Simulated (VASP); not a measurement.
# InSe in VASP: further runs

The runs below take InSe through single point, with PBE.

Program: VASP 6.6.1. These are calculated values, not measurements. Logs are shortened: lines on timing, memory, paths and dates and some standing lists are left out, and cuts for length are marked.

## (1) The structure

The cell holds a slab with vacuum, 2 atoms: a = 4.050 Å, b = 4.050 Å, c = 12.931 Å, α = 90.00°, β = 90.00°, γ = 120.00°.

## (2) Single point, PBE

INCAR reads:

```
ALGO = Normal
DIPOL = 0.5 0.5 0.500
EDIFF = 1E-7
ENCUT = 300
GGA = PE
IDIPOL = 3
ISIF = 2
ISMEAR = 0
LASPH = T
LCHARG = F
LDIPOL = T
LREAL = F
LVACPOTAV = T
LVHAR = T
LWAVE = F
NBANDS = 20
NELM = 120
PREC = Accurate
SIGMA = 0.05
```

KPOINTS reads:

```
k-points
0
Gamma
  6 6 1
```

POSCAR reads:

```
InSe
1.0
    4.0500000000      0.0000000000      0.0000000000
   -2.0250000000      3.5074028900      0.0000000000
    0.0000000000      0.0000000000     12.9311500000
In Se
1 1
Direct
    0.3333333333      0.6666666667      0.4639958550
    0.6666666667      0.3333333333      0.5360041450
```

Potentials or basis: VASP PAW PBE potentials, release 64 (In_d, Se).

Started as:

```bash
$ cat potpaw_PBE.64/In_d/POTCAR potpaw_PBE.64/Se/POTCAR > POTCAR
$ mpirun -np 1 vasp_std > vasp.out
```

OUTCAR:

```text
EDIFF = 1E-7
   ENCUT = 300
   GGA = PE
   ISIF = 2
   ISMEAR = 0
   LASPH = T
   LREAL = F
   NELM = 120
   PREC = Accurate

 Found      7 irreducible k-points:

 Following reciprocal coordinates:
            Coordinates               Weight
  0.000000  0.000000  0.000000      1.000000
  0.166667  0.000000  0.000000      6.000000
  0.333333  0.000000  0.000000      6.000000
  0.500000  0.000000  0.000000      3.000000
  0.166667  0.166667  0.000000      6.000000
  0.333333  0.166667  0.000000     12.000000
   k-points           NKPTS =      7   k-points in BZ     NKDIM =      7   number of bands    NBANDS=     20
   number of dos      NEDOS =    301   number of ions     NIONS =      2
   total plane-waves  NPLWV =  46080
   dimension x,y,z NGX =    24 NGY =   24 NGZ =   80
   dimension x,y,z NGXF=    48 NGYF=   48 NGZF=  160
   ions per type =               1   1
   NGX,Y,Z   is equivalent  to a cutoff of   9.85,  9.85, 10.28 a.u.
   NGXF,Y,Z  is equivalent  to a cutoff of  19.70, 19.70, 20.57 a.u.
 SYSTEM =  unknown system
   PREC   = accura    normal or accurate (medium, high low for compatibility)
   ISTART =      0    job   : 0-new  1-cont  2-samecut
   ICHARG =      2    charge: 1-file 2-atom 10-const
   ISPIN  =      1    spin polarized calculation?
   LNONCOLLINEAR =      F non collinear calculations
   LSORBIT =      F    spin-orbit coupling
   LASPH  =      T    aspherical Exc in radial PAW
   ENCUT  =  300.0 eV  22.05 Ry    4.70 a.u.   5.72  5.72 18.26*2*pi/ulx,y,z
   NELM   =    120;   NELMIN=  2; NELMDL= -5     # of ELM steps
   EDIFF  = 0.1E-06   stopping-criterion for ELM
   LREAL  =      F    real-space projection
   EDIFFG = 0.1E-05   stopping-criterion for IOM
   NSW    =      0    number of steps for IOM
   IBRION =     -1    ionic relax: 0-MD 1-quasi-New 2-CG
   NFREE  =      0    steps in history (QN), initial steepest desc. (CG)
   ISIF   =      2    stress and relaxation
   ISYM   =      2    0-nonsym 1-usesym 2-fastsym
   POTIM  = 0.5000    time-step for ionic-motion
   TEBEG  =    0.0;   TEEND  =   0.0 temperature during run
   PSTRESS=    0.0 pullay stress
   NELECT =      19.0000    total number of electrons
   NUPDOWN=      -1.0000    fix difference up-down
   EMIN   =  10.00;   EMAX   =-10.00  energy-range for DOS
   EFERMI =   0.00;   METHOD = LEGACY
   ISMEAR =     0;   SIGMA  =   0.05  broadening in eV -4-tet -1-fermi 0-gaus
   EFERMI_NEDOS =   21; number of points for ismear=-14 and -15
   IALGO  =     38    algorithm
   IMIX   =      4    mixing-type and parameters
     AMIX     =   0.40;   BMIX     =  1.00
     AMIX_MAG =   1.60;   BMIX_MAG =  1.00
  volume/ion in A,a.u.               =      91.84       619.79
  Fermi-wavevector in a.u.,A,eV,Ry     =   0.768482  1.452219  8.035109  0.590564
  Thomas-Fermi vector in A             =   1.869264
   LORBIT       =      0    0 simple, 1 ext, 2 COOP (PROOUT), +10 PAW based schemes
   GGA     = PE    functional components
   LHFCALC =     F    Hartree Fock is set to
   AEXX    =    0.0000 exact exchange contribution
   IVDW    =     0    specifies the selected vdW correction
   LEPSILON=     F    determine dielectric tensor
   LRPA    =     F    only Hartree local field effects (RPA)
 non-spin polarized calculation
 Gauss-broadening in eV      SIGMA  =   0.05
  energy-cutoff  :      300.00
  volume of cell :      183.69
 maximum number of plane-waves:      2176
 NGX is ok and might be reduce to    24
   NGX = 11   NGY = 11   NGZ = 37

 number of electron      18.9999981 magnetization

 dipolmoment           0.000000      0.000000      0.035255 electrons x Angstroem

 Free energy of the ion-electron system (eV)
  ---------------------------------------------------
  ext. energy  EPLUGINS =         0.00000000
  ---------------------------------------------------
  free energy    TOTEN  =        -5.64682535 eV

  energy without entropy =       -5.62961803  energy(sigma->0) =       -5.63822169

 E-fermi :  -1.2643     XC(G=0):  -3.7057

 val. band max:       -1.2696037473   @ k =   0.3333   0.1667   0.0000
 cond. band min:      -1.2618456337   @ k =   0.3333   0.3333   0.0000
 fundamental gap:      0.0077581135
 Fermi energy:        -1.2642919229

 k-point     1 :       0.0000    0.0000    0.0000
  band No.  band energies     occupation
      1     -16.7146      2.00000
      2     -16.4976      2.00000
      3     -16.4976      2.00000
      4     -16.3114      2.00000
      5     -16.3114      2.00000
      6     -15.4760      2.00000
      7      -6.2345      2.00000
      8      -3.7470      2.00000
      9      -3.7470      2.00000
     10      -1.9866      2.00000
     11       0.1450      0.00000
     12       2.5219      0.00000
     13       2.7391      0.00000
     14       2.7391      0.00000
     15       2.8903      0.00000
     16       4.7395      0.00000
     17       6.7158      0.00000
     18       6.9101      0.00000
     19       7.9378      0.00000
     20       7.9378      0.00000

 k-point     2 :       0.1667    0.0000    0.0000
  band No.  band energies     occupation
      1     -16.8397      2.00000
      2     -16.4784      2.00000
      3     -16.4221      2.00000
      4     -16.3213      2.00000
      5     -16.3087      2.00000
      6     -15.2187      2.00000
      7      -6.4182      2.00000
      8      -4.8467      2.00000
      9      -4.0869      2.00000
     10      -1.2993      1.67790
     11       0.7232      0.00000
     12       2.1548      0.00000
     13       2.8440      0.00000
     14       3.2664      0.00000
     15       3.4001      0.00000
     16       4.6214      0.00000
     17       6.5773      0.00000
     18       7.1088      0.00000
     19       7.4251      0.00000
     20       8.0871      0.00000

 k-point     3 :       0.3333    0.0000    0.0000
  band No.  band energies     occupation
      1     -16.9890      2.00000
      2     -16.4451      2.00000
      3     -16.3674      2.00000
      4     -16.3213      2.00000
      5     -16.2970      2.00000
      6     -14.6442      2.00000
      7      -7.6892      2.00000
      8      -4.8821      2.00000
      9      -4.6519      2.00000
     10      -1.2367      0.43497
     11       0.3975      0.00000
     12       2.7112      0.00000
     13       3.9126      0.00000
     14       4.1014      0.00000
     15       4.3730      0.00000
     16       5.2039      0.00000
     17       5.8372      0.00000
     18       6.9099      0.00000
     19       7.7761      0.00000
     20       7.9046      0.00000

 k-point     4 :       0.5000    0.0000    0.0000
  band No.  band energies     occupation
      1     -17.0459      2.00000
      2     -16.4322      2.00000
      3     -16.3674      2.00000
      4     -16.3041      2.00000
      5     -16.2870      2.00000
      6     -14.2993      2.00000
      7      -8.4376      2.00000
      8      -4.8962      2.00000
      9      -4.5705      2.00000
     10      -1.5293      2.00000
     11       0.2097      0.00000
     12       2.9821      0.00000
     13       4.3406      0.00000
     14       4.5680      0.00000
     15       5.2698      0.00000
     16       5.6028      0.00000
     17       5.7986      0.00000
     18       6.4075      0.00000
     19       6.7339      0.00000
     20       7.8346      0.00000

 k-point     5 :       0.1667    0.1667    0.0000
  band No.  band energies     occupation
      1     -16.9541      2.00000
      2     -16.4571      2.00000
      3     -16.3678      2.00000
      4     -16.3315      2.00000
      5     -16.3005      2.00000
      6     -14.7989      2.00000
      7      -7.2270      2.00000
      8      -4.9584      2.00000
      9      -4.8324      2.00000
     10      -1.0594      0.00000
     11       1.5780      0.00000
     12       1.9142      0.00000
     13       3.0676      0.00000
     14       3.8411      0.00000
     15       4.0756      0.00000
     16       4.7210      0.00000
     17       6.2355      0.00000
     18       7.2667      0.00000
     19       7.7253      0.00000
     20       7.8945      0.00000

 k-point     6 :       0.3333    0.1667    0.0000
  band No.  band energies     occupation
      1     -17.0381      2.00000
      2     -16.4393      2.00000
      3     -16.3520      2.00000
      4     -16.3176      2.00000
      5     -16.2941      2.00000
      6     -14.3032      2.00000
      7      -8.2017      2.00000
      8      -5.6229      2.00000
      9      -4.4682      2.00000
     10      -1.2696      1.11943
     11       1.3203      0.00000
     12       2.9486      0.00000
     13       3.2997      0.00000
     14       4.6973      0.00000
     15       4.9470      0.00000
     16       5.5262      0.00000
     17       5.7901      0.00000
     18       6.8877      0.00000
     19       7.2005      0.00000
     20       7.5628      0.00000

 [... further k-points ...]

------------------------ aborting loop because EDIFF is reached ----------------------------------------

  FORCE on cell =-STRESS in cart. coord.  units (eV):
  Direction    XX          YY          ZZ          XY          YZ          ZX
  --------------------------------------------------------------------------------------
  -------------------------------------------------------------------------------------
  Total        4.8188815      4.8188815      1.6366071      0.0000000      0.0000000      0.0000000
  in kB       42.0318976     42.0318977     14.2750348      0.0000000      0.0000000      0.0000000
  external PRESSURE =      32.7796100 kB  Pullay stress =       0.0000000 kB

 VOLUME and BASIS-vectors are now :
 -----------------------------------------------------------------------------
  energy-cutoff  :      300.00
  volume of cell :      183.69
      direct lattice vectors                 reciprocal lattice vectors
     4.050000000  0.000000000  0.000000000     0.246913580  0.142555622  0.000000000
    -2.025000000  3.507402890  0.000000000     0.000000000  0.285111244  0.000000000
     0.000000000  0.000000000 12.931150000     0.000000000  0.000000000  0.077332642

 POSITION                                       TOTAL-FORCE (eV/Angst)
 -----------------------------------------------------------------------------------
     -0.00000      2.33827      6.00000         0.000000      0.000000     -1.857543
      2.02500      1.16913      6.93115        -0.000000     -0.000000      1.857543
 -----------------------------------------------------------------------------------
    total drift:                                0.000001     -0.000000     -0.000136

  FREE ENERGIE OF THE ION-ELECTRON SYSTEM (eV)
  ---------------------------------------------------
  free  energy   TOTEN  =        -5.6468253463 eV

  energy  without entropy=       -5.6296180335  energy(sigma->0) =       -5.63822169

 vacuum level on the upper side and lower side of the slab         3.105         2.654
```

It took 18 s on 1 thread of Intel Xeon Platinum 8488C (Sapphire Rapids), shared host; peak memory 0.19 GiB.

The run converged, but some of its settings lie outside the range that counts as converged, so its numbers aren't taken as properties of the slab.

Results:

* Free energy: -5.6468 eV
* Largest force: 1.858 eV/Å
* Band gap on the k mesh: none (metal or under the smearing width)
* Work function of the upper face: 4.37 eV
* Work function of the lower face: 3.92 eV

## (3) Single point, PBE

INCAR, as its differences from that of step 2:

```diff
@@ -3,3 +3,3 @@
 EDIFF = 1E-7
-ENCUT = 300
+ENCUT = 350
 GGA = PE
```

KPOINTS is that of step 2.

POSCAR is that of step 2.

Potentials or basis: VASP PAW PBE potentials, release 64 (In_d, Se).

Started as:

```bash
$ cat potpaw_PBE.64/In_d/POTCAR potpaw_PBE.64/Se/POTCAR > POTCAR
$ mpirun -np 1 vasp_std > vasp.out
```

Wall time 28 s (1 thread of Intel Xeon Platinum 8488C (Sapphire Rapids), shared host); peak memory 0.23 GiB.

These settings aren't checked as converged: the numbers below hold their error.

What came out:

| Property | Result |
| --- | --- |
| Free energy | -5.6461 eV |
| Largest force | 1.859 eV/Å |
| Band gap on the k mesh | none (metal or under the smearing width) |
| Work function of the upper face | 4.37 eV |
| Work function of the lower face | 3.92 eV |

## (4) Single point, PBE

This run uses another cell than the first one, of 113.15 Å³/atom, 1.232 times its volume.

INCAR, as its differences from that of step 3:

```diff
@@ -3,3 +3,3 @@
 EDIFF = 1E-7
-ENCUT = 350
+ENCUT = 400
 GGA = PE
```

KPOINTS reads:

```
k-points
0
Gamma
  5 5 1
```

POSCAR reads:

```
InSe
1.0
    4.0500000000      0.0000000000      0.0000000000
   -2.0250000000      3.5074028900      0.0000000000
    0.0000000000      0.0000000000     15.9311500000
In Se
1 1
Direct
    0.3333333333      0.6666666667      0.4707758071
    0.6666666667      0.3333333333      0.5292241929
```

Started as:

```bash
$ cat potpaw_PBE.64/In_d/POTCAR potpaw_PBE.64/Se/POTCAR > POTCAR
$ mpirun -np 1 vasp_std > vasp.out
```

Wall time 49 s (1 thread of Intel Xeon Platinum 8488C (Sapphire Rapids), shared host); peak memory 0.26 GiB.

The run converged, but some of its settings lie outside the range that counts as converged, so its numbers aren't taken as properties of the slab.

Results:

* Free energy: -5.6675 eV
* Largest force: 1.890 eV/Å
* Band gap on the k mesh: none (metal or under the smearing width)
* Work function of the upper face: 4.27 eV
* Work function of the lower face: 3.81 eV
